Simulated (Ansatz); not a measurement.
**Si: a line through a two-coordinate scan**

How does the energy of Si (P6_3/mmc, No. 194; 4 atoms in the cell) vary with c/a of the conventional cell at fixed volume, at shift of Si1 along [0 0 1] = 0.06 Å?

Computed with Ansatz 0.2.0 (DFT PBE, scalar-relativistic, plane waves, PAW, unless a step's input says otherwise).

72 further runs of the same task are left out: 72 set aside as unsound or not needed. Runs told in other sessions of the task aren't counted.

### 1 The system as given

Symmetry: P6_3/mmc, No. 194, hexagonal system. The conventional cell has a = 3.851 Å, b = 3.851 Å, c = 6.365 Å, α = 90.00°, β = 90.00°, γ = 120.00°. Si (site symmetry 3m) has 4 Si at 2.36 to 2.38 Å in its first shell of neighbours.

As a file:

```xyz
4
Lattice="3.8511 0.0000 0.0000 -1.9255 3.3351 0.0000 0.0000 0.0000 6.3647" Properties=species:S:1:pos:R:3 pbc="T T T"
Si    0.0000    2.2234    0.4005
Si    1.9255    1.1117    3.5829
Si    0.0000    2.2234    2.7818
Si    1.9255    1.1117    5.9641
```

It goes back to an entry of the Materials Project, which need not be the stable form.

It is the result of an earlier relaxation at this level (volume 20.44 Å³/atom; gap on the mesh: 0.45 eV).

### 2 Plan of the line

Atoms count from 1 in the order of the input.

The energy is mapped over a free internal coordinate and the cell.

The axes are (1) shift of Si1 along [0 0 1], its symmetry partners moved as symmetry demands (measured in the relaxed cell): 11 values from −0.15 Å; (2) c/a of the conventional cell at fixed volume: 11 values from 1.438 to 1.868.

Nothing else is relaxed (all other coordinates fixed). Energies count from the relaxed crystal. Points are written as (first, second).

### 3 The run at (0.06 Å, 1.438)

Contents of input.yaml:

```yaml
crystal:
  lattice:
    - [4.0341116679, 0.0, 0.0]
    - [-2.0170558339, 3.4936431861, 0.0]
    - [0.0, 0.0, 5.800245756]
  atoms:
    - { symbol: Si, position: [0.3333333333, 0.6666666667, 0.0723590967] }
    - { symbol: Si, position: [0.6666666667, 0.3333333333, 0.5723590967] }
    - { symbol: Si, position: [0.3333333333, 0.6666666667, 0.4276409033] }
    - { symbol: Si, position: [0.6666666667, 0.3333333333, 0.9276409033] }
basis:
  ecutwfc: 420
kpoints:
  mp_grid: { grid: [12, 12, 6] }
hamiltonian:
  xc: pbe
  pseudopotentials: { kind: paw, azcp: { folder: soft_1 } }
scf:
  occupations: { method: gaussian, width: 0.05 }
output:
  forces: true
  stress: true
  eigenvalues: true
```

On the command line:

```
ansatz run input.yaml --threads 2 --pin off --max-ram 4096MiB --backend cpu --events-out ev --progress --plain --runs-dir out
```

The session goes on with these runs: the other points of the line.

What does the calculation give? Wanted: for each run, c/a of the conventional cell at fixed volume; energy; slope; pressure; largest force on an atom.

As calculated:

```
c/a of the conventional cell at fixed volume  step  energy (meV/atom)  slope (meV/atom per unit)  pressure (GPa)  band gap on the k-mesh (eV)  largest force on an atom (eV/Å)
                                       1.438     3                389                      −3020             6.6                        0.000                             4.88
                                       1.481     4                274                      −2343             4.7                        0.000                             4.04
                                       1.524     5                186                      −1763             3.2                        0.000                             3.33
                                       1.567     6                122                      −1253             2.0                        0.024                             2.74
                                       1.610     –                 78                       −810             1.1                        0.142                             2.23
                                       1.653     7                 51                       −426             0.4                        0.145                             1.81
                                       1.696     8                 41                        −92            −0.1                        0.129                             1.46
                                       1.739     9                 43                        195            −0.5                        0.077                             1.17
                                       1.782    10                 57                        443            −0.6                        0.000                             0.93
                                       1.825    11                 80                        653            −0.7                        0.000                             0.72
                                       1.868    12                112                        831            −0.6                        0.000                             0.54
```

Energies count from the relaxed crystal. Rows without a step come from runs not printed here or follow by symmetry. Slopes come from the forces (and the stress, where the cell changes), not from differences of energies.

Of the points computed the energy is lowest at 1.696, 41 meV/atom from the zero. Energies and slopes round the minimum, fitted together, put the minimum at 1.7087, with a curvature of about 6900 meV/atom per (unit)². The highest point computed, at 1.438, lies 349 meV/atom above the lowest. The gap on the mesh reads zero on part of the line; semilocal functionals close small gaps early. This is one cut through a surface in two coordinates; the map's lowest point lies off it. With the other coordinates free, the energies away from the reference would be the same or lower. The gap on the mesh closes on part of the grid.
